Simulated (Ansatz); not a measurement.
**How far is this Si2Se from the hull?**

All numbers below come from DFT PBE, scalar-relativistic, plane waves, PAW in Ansatz 0.2.0. Settings: cutoff 420 eV, Γ-centred meshes spaced at most about 0.3 Å⁻¹, and about 0.25 Å⁻¹ or finer for metals (2π included), Gaussian smearing. No spin polarisation.

Energies over the elements count from the elements' standard structures at the same level, with no fitted energy shifts.

All energies are static (0 K, no zero-point motion). No dispersion correction is applied, so the spacing and binding between layers, chains or molecules are poorly described (SiSe2 Ibam). The reference form of Se is held partly by dispersion forces, which this level lacks.

The competitors are the elements and 1 reference phase of this chemical system (from databases or known types: SiSe2), relaxed at the same level; other known phases may be missing.

The candidate was reached from: Er2In type (P6_3/mmc).

Space group P6_3/mmc (No. 194). a = 4.910 Å, b = 4.910 Å, c = 5.203 Å, α = 90.00°, β = 90.00°, γ = 120.00°
```tsv
atom	site	symmetry	x	y	z
Si	2a	-3m.	0.0000	0.0000	0.0000
Si	2d	-6m2	0.3333	0.6667	0.7500
Se	2c	-6m2	0.3333	0.6667	0.2500
```

Problem. Where does it stand against these competitors?

Solution. Not stable. Its formation energy is 0.602 eV/atom. The lowest competing mixture at this composition is this:

```json
{"phase": "Si", "space group": "-", "source": "element", "share of atoms": "0.5000", "ΔE_f (eV/atom)": "-0.0007"}
{"phase": "SiSe2", "space group": "Ibam (No. 72)", "source": "Materials Project", "share of atoms": "0.5000", "ΔE_f (eV/atom)": "-0.459"}
```

The lowest database cell of Si (-0.0007) lies slightly below the reference, hence the non-zero entry.

The mixture lies at -0.230 eV/atom, and the candidate lies 0.83 eV/atom above it. The candidate matches no cell in the subsets of the Crystallography Open Database and the Materials Project at hand. A phase this far over the hull is unlikely to be made.
